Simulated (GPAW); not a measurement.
# Au (Fm-3m) in GPAW: a series of runs

One crystal, Au, is run at these levels: PBE+D4, LDA, PBEint; tasks: phonons, band structure, one-shot levels on a semilocal density, equation of state.

All numbers are computed with GPAW 26.7.0; they aren't measurements. Logs are shortened: lines on timing, memory, paths and dates and some standing lists are left out, and cuts for length are marked. The log counts tension as positive stress, the text compression.

**Measured values to compare with.**

“Exploring toroidal anvil profiles for larger sample volumes above 4 Mbar”, 2024, pmc:11102561 quotes, for a bulk crystal of Au: bulk modulus 167 GPa.

The results are compared with them further down.

## 1. The crystal as given

The structure is cubic, space group Fm-3m (No. 225). The conventional cell has a = 4.070 Å, b = 4.070 Å, c = 4.070 Å, α = 90.00°, β = 90.00°, γ = 90.00°. Around Au (site symmetry m-3m) lie 12 Au at 2.88 Å.

## 2. Phonons, PBE+D4

Contents of run.py:

```python
import json
import numpy as np
from ase import Atoms
from ase.calculators.mixing import SumCalculator
from ase.io import read, write
from dftd4.ase import DFTD4
from phonopy import Phonopy
from phonopy.structure.atoms import PhonopyAtoms
from gpaw import GPAW

atoms = read('Au.xyz')

calc = GPAW(mode='lcao',
            h=0.16,
            basis='dzp',
            xc='PBE',
            kpts={'size': (11, 11, 11), 'gamma': True},
            occupations={'name': 'fermi-dirac', 'width': 0.05},
            convergence={'density': 1e-06},
            maxiter=150,
            txt='gpaw.txt')
atoms.calc = SumCalculator([calc, DFTD4(method='pbe')])
energy = atoms.get_potential_energy()
forces = atoms.get_forces()
calc.write('gs.gpw')
write('result.traj', atoms)
print('Cell:', atoms.cell.cellpar().round(4))
print(atoms.get_scaled_positions().round(5))

def force_constants(scale):
    unit = PhonopyAtoms(symbols=atoms.get_chemical_symbols(), cell=atoms.cell[:] * scale**(1 / 3),
                        scaled_positions=atoms.get_scaled_positions())
    ph = Phonopy(unit, supercell_matrix=np.diag([2, 2, 2]), primitive_matrix=np.eye(3), symprec=1e-4)
    ph.generate_displacements(distance=0.01)
    forces = []
    for i, sc in enumerate(ph.supercells_with_displacements):
        a = Atoms(sc.symbols, cell=sc.cell, scaled_positions=sc.scaled_positions, pbc=True)
        c = GPAW(mode='lcao',
                 h=0.16,
                 basis='dzp',
                 xc='PBE',
                 kpts={'size': (6, 6, 6), 'gamma': True},
                 occupations={'name': 'fermi-dirac', 'width': 0.05},
                 convergence={'density': 1e-06},
                 maxiter=150,
                 txt=f'disp-{scale:.3f}-{i:02d}.txt')
        a.calc = SumCalculator([c, DFTD4(method='pbe')])
        f = a.get_forces()
        forces.append(f - f.mean(axis=0))
        print(f'displacement {i}: drift', f.mean(axis=0).round(5), flush=True)
    ph.forces = forces
    ph.produce_force_constants()
    ph.symmetrize_force_constants()
    return ph

qpoints = [[0.0, 0.0, 0.0], [0.0, 0.0, 0.5], [0.0, 0.5, 0.0], [0.0, 0.5, 0.5], [0.5, 0.0, 0.0], [0.5, 0.0, 0.5], [0.5, 0.5, 0.0], [0.5, 0.5, 0.5]]
results = {}
for scale in [1.0]:
    ph = force_constants(scale)
    ph.run_qpoints(qpoints)
    nu = ph.qpoints.frequencies * 33.35641  # THz to cm^-1
    results[f'{scale:.3f}'] = nu.tolist()
    for qp, f in zip(qpoints, nu):
        print(scale, np.round(qp, 4), f.round(2))

path = atoms.cell.bandpath('GXWKGLUWLK,UX', npoints=60, eps=1e-4)
ph.run_qpoints(path.kpts)
results['path'] = (ph.qpoints.frequencies * 33.35641).tolist()
results['path_q'] = path.kpts.tolist()
x, ticks, names = path.get_linear_kpoint_axis()
results['axis'] = [x.tolist(), list(ticks), names]
ph.run_mesh([15, 15, 15], is_gamma_center=True)
ph.run_thermal_properties(temperatures=[0, 100, 200, 300, 500, 800], cutoff_frequency=0.05)
tp = ph.thermal_properties
results['thermal'] = [list(v) for v in (tp.temperatures, tp.free_energy, tp.entropy, tp.heat_capacity)]
for t, fv, s, cv in zip(*results['thermal']):
    print(f'{t:6.0f} K  F {fv:9.4f} kJ/mol  S {s:9.4f} J/K/mol  Cv {cv:9.4f} J/K/mol')
json.dump(results, open('phonons.json', 'w'))
```

Contents of Au.xyz:

```xyz
1
Lattice="0.0000000000 2.0350000000 2.0350000000 2.0350000000 0.0000000000 2.0350000000 2.0350000000 2.0350000000 0.0000000000" Properties=species:S:1:pos:R:3 pbc="T T T"
Au     0.0000000000      0.0000000000      0.0000000000
```

Potentials or basis: GPAW PAW data sets (gpaw-data 1.2.1), lcao:dzp.

Run with:

```bash
$ OMP_NUM_THREADS=1 python run.py
```

gpaw.txt:

```text
__  _  _
 | _ |_)|_||  |
 |__||  | ||/\| - 26.7.0

Input parameters:
  mode=LCAO(),
  basis={'default': 'dzp'},
  convergence={'density': 1e-06},
  h=0.16,
  kpts=MonkhorstPack(size=(11, 11, 11), gamma=True),
  maxiter=150,
  occupations=Occupations(name='fermi-dirac', width=0.05),
  xc=XC(name='PBE')

       Au

Atoms  # Å, Bohr magnetons
|   | symbol |        x |        y |        z |    initial magnetic moments |
|---|--------|----------|----------|----------|-----------------------------|
| 0 |     Au | 0.000000 | 0.000000 | 0.000000 | ( 0.0000,  0.0000,  0.0000) |

Unit cell  # Å
| periodic |        x |        y |        z |  lengths |    angles |
|----------|----------|----------|----------|----------|-----------|
|      yes | 0.000000 | 2.035000 | 2.035000 | 2.877925 | 60.000000 |
|      yes | 2.035000 | 0.000000 | 2.035000 | 2.877925 | 60.000000 |
|      yes | 2.035000 | 2.035000 | 0.000000 | 2.877925 | 60.000000 |

Number of symmetries: 48
Symmetry operations  # r_c * U_cc + t_c -> r_c
|    | kind |            matrix            |
|----|------|------------------------------|
|  0 |  σ   |  1, 0, 0,  1, 0,-1,  1,-1, 0 |
|  1 |  C2  |  1, 0, 0,  1,-1, 0,  1, 0,-1 |
|  2 |  E   |  1, 0, 0,  0, 1, 0,  0, 0, 1 |
|  3 |  σ   |  1, 0, 0,  0, 0, 1,  0, 1, 0 |
|  4 |  C4  |  1, 0,-1,  1, 0, 0,  1,-1, 0 |
|  5 |  S6  |  1, 0,-1,  1,-1, 0,  1, 0, 0 |
|  6 |  σ   |  1, 0,-1,  0, 1,-1,  0, 0,-1 |
|  7 |  C3  |  1, 0,-1,  0, 0,-1,  0, 1,-1 |
|  8 |  S6  |  1,-1, 0,  1, 0, 0,  1, 0,-1 |
|  9 |  C4  |  1,-1, 0,  1, 0,-1,  1, 0, 0 |
| 10 |  C3  |  1,-1, 0,  0,-1, 1,  0,-1, 0 |
| 11 |  σ   |  1,-1, 0,  0,-1, 0,  0,-1, 1 |
| 12 |  σ   |  0, 1, 0,  1, 0, 0,  0, 0, 1 |
| 13 |  C4  |  0, 1, 0,  0, 1,-1, -1, 1, 0 |
| 14 |  C3  |  0, 1, 0,  0, 0, 1,  1, 0, 0 |
| 15 |  S6  |  0, 1, 0, -1, 1, 0,  0, 1,-1 |
| 16 |  C2  |  0, 1,-1,  1, 0,-1,  0, 0,-1 |
[... 17 lines left out ...]
| 34 |  S4  |  0,-1, 0,  0,-1, 1,  1,-1, 0 |
| 35 |  C2  |  0,-1, 0, -1, 0, 0,  0, 0,-1 |
| 36 |  C2  | -1, 1, 0,  0, 1, 0,  0, 1,-1 |
| 37 |  S6  | -1, 1, 0,  0, 1,-1,  0, 1, 0 |
| 38 |  S4  | -1, 1, 0, -1, 0, 1, -1, 0, 0 |
| 39 |  C3  | -1, 1, 0, -1, 0, 0, -1, 0, 1 |
| 40 |  S6  | -1, 0, 1,  0, 0, 1,  0,-1, 1 |
| 41 |  C2  | -1, 0, 1,  0,-1, 1,  0, 0, 1 |
| 42 |  C3  | -1, 0, 1, -1, 1, 0, -1, 0, 0 |
| 43 |  S4  | -1, 0, 1, -1, 0, 0, -1, 1, 0 |
| 44 |  C2  | -1, 0, 0,  0, 0,-1,  0,-1, 0 |
| 45 |  i   | -1, 0, 0,  0,-1, 0,  0, 0,-1 |
| 46 |  σ   | -1, 0, 0, -1, 1, 0, -1, 0, 1 |
| 47 |  C2  | -1, 0, 0, -1, 0, 1, -1, 1, 0 |

BZ-sampling:
  Number of BZ points: 1331
  Number of IBZ points: 56

  Monkhorst-Pack size: [11, 11, 11]
  Monkhorst-Pack shift: [0, 0, 0]

K-points  # in reciprocal-cell coordinates
|     |                                coordinates |     weight |
|-----|--------------------------------------------|------------|
|   0 | (  0.00000000,   0.00000000,   0.00000000) | 0.00075131 |
|   1 | (  0.09090909,   0.09090909,   0.00000000) | 0.00450789 |
|   2 | (  0.09090909,   0.09090909,   0.09090909) | 0.00601052 |
|   3 | (  0.18181818,   0.09090909,   0.09090909) | 0.00901578 |
|   4 | (  0.18181818,   0.18181818,   0.00000000) | 0.00450789 |
|   5 | (  0.18181818,   0.18181818,   0.09090909) | 0.01803156 |
|   6 | (  0.18181818,   0.18181818,   0.18181818) | 0.00601052 |
|   7 | (  0.27272727,   0.18181818,   0.09090909) | 0.01803156 |
|   8 | (  0.27272727,   0.18181818,   0.18181818) | 0.01803156 |
|   9 | (  0.27272727,   0.27272727,   0.00000000) | 0.00450789 |
| ... |                                            |            |
|  55 | (  0.45454545,   0.45454545,   0.45454545) | 0.00601052 |

basis functions: 15
Spin-components: 1 (collinear spins)
Bands:           9
Projectors:      6
Spin-degeneracy: 2
Datatype:        <class 'complex'>

Parallelization:
  kpt:    1
  domain: 1
  band:   1

Density:
  Valence electrons: 11.0
  Components: 1
  Grid points: [16 16 16]
  Charge: 0.0  # |e|

Potential:
  Grid points: [16 16 16]

species:
  Au:
    name:    Gold
    Z:       79.0
    valence: 11
    core:    68
    charge:  0.0  # [|e|]
    compensation charges:
      type: gauss
      rc: 0.42  # [Å]
      lmax: 2
    cutoffs:
      filter: 2.33  # [Å]
      core: 2.81  # [Å]
    projectors
    | kind |    occ | energy [eV] | rcut [Å] |
    |------|--------|-------------|----------|
    |   6s |  1.000 |      -5.728 |    1.323 |
    |   6p |  0.000 |      -0.775 |    1.323 |
    |   5d | 10.000 |      -6.891 |    1.323 |
    |    s |        |      21.484 |    1.323 |
    |    p |        |      26.436 |    1.323 |
    |    d |        |      20.321 |    1.323 |

    LCAO basis set for Au:
      Name: dzp
      File: <dir>
[... 56 lines left out ...]
|  0 |  σ   |  1, 0, 0,  1, 0,-1,  1,-1, 0 |
|  1 |  C2  |  1, 0, 0,  1,-1, 0,  1, 0,-1 |
|  2 |  E   |  1, 0, 0,  0, 1, 0,  0, 0, 1 |
|  3 |  σ   |  1, 0, 0,  0, 0, 1,  0, 1, 0 |
|  4 |  C4  |  1, 0,-1,  1, 0, 0,  1,-1, 0 |
|  5 |  S6  |  1, 0,-1,  1,-1, 0,  1, 0, 0 |
|  6 |  σ   |  1, 0,-1,  0, 1,-1,  0, 0,-1 |
|  7 |  C3  |  1, 0,-1,  0, 0,-1,  0, 1,-1 |
|  8 |  S6  |  1,-1, 0,  1, 0, 0,  1, 0,-1 |
|  9 |  C4  |  1,-1, 0,  1, 0,-1,  1, 0, 0 |
| 10 |  C3  |  1,-1, 0,  0,-1, 1,  0,-1, 0 |
| 11 |  σ   |  1,-1, 0,  0,-1, 0,  0,-1, 1 |
| 12 |  σ   |  0, 1, 0,  1, 0, 0,  0, 0, 1 |
| 13 |  C4  |  0, 1, 0,  0, 1,-1, -1, 1, 0 |
| 14 |  C3  |  0, 1, 0,  0, 0, 1,  1, 0, 0 |
| 15 |  S6  |  0, 1, 0, -1, 1, 0,  0, 1,-1 |
| 16 |  C2  |  0, 1,-1,  1, 0,-1,  0, 0,-1 |
[... 17 lines left out ...]
| 34 |  S4  |  0,-1, 0,  0,-1, 1,  1,-1, 0 |
| 35 |  C2  |  0,-1, 0, -1, 0, 0,  0, 0,-1 |
| 36 |  C2  | -1, 1, 0,  0, 1, 0,  0, 1,-1 |
| 37 |  S6  | -1, 1, 0,  0, 1,-1,  0, 1, 0 |
| 38 |  S4  | -1, 1, 0, -1, 0, 1, -1, 0, 0 |
| 39 |  C3  | -1, 1, 0, -1, 0, 0, -1, 0, 1 |
| 40 |  S6  | -1, 0, 1,  0, 0, 1,  0,-1, 1 |
| 41 |  C2  | -1, 0, 1,  0,-1, 1,  0, 0, 1 |
| 42 |  C3  | -1, 0, 1, -1, 1, 0, -1, 0, 0 |
| 43 |  S4  | -1, 0, 1, -1, 0, 0, -1, 1, 0 |
| 44 |  C2  | -1, 0, 0,  0, 0,-1,  0,-1, 0 |
| 45 |  i   | -1, 0, 0,  0,-1, 0,  0, 0,-1 |
| 46 |  σ   | -1, 0, 0, -1, 1, 0, -1, 0, 1 |
| 47 |  C2  | -1, 0, 0, -1, 0, 1, -1, 1, 0 |

BZ-sampling:
  Number of BZ points: 1331
  Number of IBZ points: 56

  Monkhorst-Pack size: [11, 11, 11]
  Monkhorst-Pack shift: [0, 0, 0]

K-points  # in reciprocal-cell coordinates
|     |                                coordinates |     weight |
|-----|--------------------------------------------|------------|
|   0 | (  0.00000000,   0.00000000,   0.00000000) | 0.00075131 |
|   1 | (  0.09090909,   0.09090909,   0.00000000) | 0.00450789 |
|   2 | (  0.09090909,   0.09090909,   0.09090909) | 0.00601052 |
|   3 | (  0.18181818,   0.09090909,   0.09090909) | 0.00901578 |
|   4 | (  0.18181818,   0.18181818,   0.00000000) | 0.00450789 |
|   5 | (  0.18181818,   0.18181818,   0.09090909) | 0.01803156 |
|   6 | (  0.18181818,   0.18181818,   0.18181818) | 0.00601052 |
|   7 | (  0.27272727,   0.18181818,   0.09090909) | 0.01803156 |
|   8 | (  0.27272727,   0.18181818,   0.18181818) | 0.01803156 |
|   9 | (  0.27272727,   0.27272727,   0.00000000) | 0.00450789 |
| ... |                                            |            |
|  55 | (  0.45454545,   0.45454545,   0.45454545) | 0.00601052 |

basis functions: 15
Spin-components: 1 (collinear spins)
Bands:           9
Projectors:      6
Spin-degeneracy: 2
Datatype:        <class 'complex'>

Parallelization:
  kpt:    1
  domain: 1
  band:   1

Density:
  Valence electrons: 11.0
  Components: 1
  Grid points: [16 16 16]
  Charge: 0.0  # |e|

Potential:
  Grid points: [16 16 16]

species:
  Au:
    name:    Gold
    Z:       79.0
    valence: 11
    core:    68
    charge:  0.0  # [|e|]
    compensation charges:
      type: gauss
      rc: 0.42  # [Å]
      lmax: 2
    cutoffs:
      filter: 2.33  # [Å]
      core: 2.81  # [Å]
    projectors
    | kind |    occ | energy [eV] | rcut [Å] |
    |------|--------|-------------|----------|
    |   6s |  1.000 |      -5.728 |    1.323 |
    |   6p |  0.000 |      -0.775 |    1.323 |
    |   5d | 10.000 |      -6.891 |    1.323 |
    |    s |        |      21.484 |    1.323 |
    |    p |        |      26.436 |    1.323 |
    |    d |        |      20.321 |    1.323 |

    LCAO basis set for Au:
      Name: dzp
      File: <dir>
      Number of radial functions: 5
      Number of spherical harmonics: 15
        l=0, rc=8.5938 Bohr: 6s-sz confined orbital
        l=2, rc=5.9219 Bohr: 5d-sz confined orbital
        l=0, rc=4.9844 Bohr: 6s-dz split-valence wave
        l=2, rc=3.5156 Bohr: 5d-dz split-valence wave
        l=1, rc=8.5938 Bohr: p-type Gaussian polarization
      Number of RI-basis functions 0

Reference energy: -516598.271109  # eV

eigensolver:
  <gpaw.new.lcao.eigensolver.LCAOEigensolver object>
density mixing:
  MSR1-Mixer
  Pratt-step length: 0.05
  Maximum mixing coefficient: 0.75
  Old densities: 10
  SVD Regularization: 0.005
  Good broyden scale: 1.0
  Trust region scale: 1.0
  Backstep threshold: 4.0
  History deletion threshold: 6.0
  Fourier metric: weight=20.0, sigma=0.015

occupation numbers:
  Fermi-Dirac:
    width: 0.0500  # eV

FastPoissonSolver using
    Stencil: 12*3+1=37 point O(h^6) finite-difference Laplacian
    FFT axes: [np.int64(0), np.int64(1), np.int64(2)]
    FST axes: []

xc functional:
  name: PBE with 2 nearest neighbor stencil
interpolation: tri-quintic # 5. degree polynomial

convergence criteria:
- Maximum integral of absolute [dens]ity change: 1e-06 electrons / valence electron
- Maximum [total energy] change in last 3 cyles: 0.0005 eV / valence electron
- Maximum integral of absolute [eigenst]ate change: 4e-08 eV^2 / valence electron
maximum number of iterations: 150

SCF iterations
|iter     | |      energy | eigst |  dens |
|---------|-|-------------|-------|-------|
|iter:   1| |   -3.176936 |      c|       |
|iter:   2| |   -3.105601 |      c| -1.06 |
|iter:   3| |   -2.781244 |      c| -1.10 |
|iter:   4| |   -2.777369 |      c| -2.07 |
|iter:   5| |   -2.776423c|      c| -2.49 |
|iter:   6| |   -2.776421c|      c| -4.02 |
|iter:   7| |   -2.776420c|      c| -4.47 |
|iter:   8| |   -2.776420c|      c| -5.41 |
|iter:   9| |   -2.776420c|      c| -6.95c|

Converged in 9 steps
Energy contributions relative to reference atoms: (reference = -516598.271109)

Energy contributions:
  Kinetic:          -5.015166
  Coulomb:           4.554883
  Zero:              0.109562
  External:          0.000000
  Xc:               -2.425522
  Entropy:          -0.000354
  Spinorbit:         0.000000
  ----------------------------
  Free energy:      -2.776597
  Extrapolated:     -2.776420

dipole moment: (-13.984223, -13.984223, -13.984223)  # |e|*Ang

Fermi level: 10.553
Eigenvalues  # (at kpt = [0.000, 0.000, 0.000])
| band index |      eig [eV] | occ [0-2] |
|------------|---------------|-----------|
|          0 |         0.228 |     2.000 |
|          1 |         5.472 |     2.000 |
|          2 |         5.472 |     2.000 |
|          3 |         5.472 |     2.000 |
|          4 |         7.013 |     2.000 |
|          5 |         7.013 |     2.000 |
|          6 |        38.477 |     0.000 |
|          7 |        38.677 |     0.000 |
|          8 |        38.677 |     0.000 |

No gap
No difference between direct/indirect transitions

Forces  # eV/Ang
|       x |       y |        z |
|---------|---------|----------|
| 0.00000 | 0.00000 | -0.00000 |  # Au   0

# Writing to gs.gpw (mode='')
```

It took 7 min on 1 thread of Arm Neoverse V1, shared host; peak memory 0.5 GiB.

Results:

| Item | Value |
| --- | --- |
| Free energy | -3.4618 eV |
| Band gap on the k mesh | none (metal or under the smearing width) |
| Highest phonon frequency | 192 cm⁻¹ |
| Dispersion energy per atom | -0.685 eV |

Levels at points of the mesh, in eV from the Fermi level:
```csv
k point,band 3,band 4,band 5,band 6,band 7,band 8,band 9
"(0.00, 0.00, 0.00)",-5.08,-5.08,-3.54,-3.54,27.92,28.12,28.12
```

Phonon frequencies in cm⁻¹ (negative: imaginary):
```csv
q point,frequencies
"(0.000, 0.000, 0.000)",0 0 0
"(0.000, 0.000, 0.500)",67 67 192
"(0.000, 0.500, 0.000)",67 67 192
"(0.000, 0.500, 0.500)",105 105 185
"(0.500, 0.000, 0.000)",67 67 192
"(0.500, 0.000, 0.500)",105 105 185
"(0.500, 0.500, 0.000)",105 105 185
"(0.500, 0.500, 0.500)",67 67 192
```

Caveat: the real-space grid adds noise to forces; phonon bands are interpolated from a small supercell; the basis of atomic orbitals isn't converged, which shifts pressures, moduli and gaps; pairwise dispersion overbinds metals, which lowers pressure and volume. Spin-orbit coupling is left out, which matters for the levels of Au.

## 3. Band structure, LDA

Contents of run.py:

```python
from ase.dft.bandgap import bandgap
from ase.io import read, write
from ase.units import GPa
from gpaw import GPAW, PW

atoms = read('Au.cif')

calc = GPAW(mode=PW(1600),
            xc='LDA',
            kpts={'size': (11, 11, 11), 'gamma': True},
            occupations={'name': 'fermi-dirac', 'width': 0.05},
            setups='hgh',
            nbands=-9,
            convergence={'density': 1e-05, 'energy': 1e-05},
            maxiter=150,
            txt='gpaw.txt')
atoms.calc = calc
energy = atoms.get_potential_energy()
forces = atoms.get_forces()
stress = atoms.get_stress()
calc.write('gs.gpw')
write('result.traj', atoms)
print(f'Energy: {energy:.6f} eV')
print('Forces (eV/A):')
print(forces.round(4))
print('Stress (GPa):', (stress / GPa).round(3))
print('Fermi level:', round(calc.get_fermi_level(), 4), 'eV')
print(f'Gap: {bandgap(calc)[0]:.4f} eV, direct: {bandgap(calc, direct=True)[0]:.4f} eV')

path = atoms.cell.bandpath('GXWKGLUWLK,UX', npoints=60, eps=1e-4)
bs_calc = calc.fixed_density(kpts=path, symmetry='off', nbands=-16,
                             convergence={'bands': 'CBM+6.0', 'eigenstates': 1e-6}, txt='bands.txt')
bs = bs_calc.band_structure()
bs.write('bs.json')
print(f'Gap on the path: {bandgap(bs_calc)[0]:.4f} eV')
```

Contents of Au.cif:

```cif
data_Au
_cell_length_a 2.87792460
_cell_length_b 2.87792460
_cell_length_c 2.87792460
_cell_angle_alpha 60.00000000
_cell_angle_beta 60.00000000
_cell_angle_gamma 60.00000000
_space_group_name_H-M_alt 'P1'
_space_group_name_Hall 'P 1'
_space_group_IT_number 1
loop_
_space_group_symop_operation_xyz
'x,y,z'
loop_
_atom_site_label
_atom_site_type_symbol
_atom_site_symmetry_multiplicity
_atom_site_Wyckoff_symbol
_atom_site_fract_x
_atom_site_fract_y
_atom_site_fract_z
_atom_site_occupancy
Au1 Au 1 a 0.0000000000 0.0000000000 0.0000000000 1
```

Potentials or basis: HGH pseudopotentials, pw.

Run with:

```bash
$ OMP_NUM_THREADS=1 python run.py
```

Wall time 36 s (1 thread of Arm Neoverse V1, shared host); peak memory 0.24 GiB.

Results (log left out):

| Item | Value |
| --- | --- |
| Free energy | -15.4044 eV |
| Pressure | -64.1 GPa |
| Band gap along the path | none (metal or under the smearing width) |

Levels at the corners of the path, in eV from the Fermi level:
```csv
point,band 1,band 2
Γ,-7.58,16.96
X,4.62,7.23
W,8.28,8.28
K,6.58,7.38
Γ,-7.58,16.96
L,1.13,3.25
U,6.58,7.38
W,8.28,8.28
L,1.13,3.25
K,6.58,7.38
U,6.58,7.38
X,4.62,7.23
```

Caveat: a pressure of tens of GPa on the cell as given is suspect, and the run, the potentials or the cell itself is likely at fault; spin-orbit coupling is left out, which moves the levels of the heavy elements; HGH potentials are hard and often keep d shells in the core, so these values are rough.

(Part 1 of 2 ends here.)
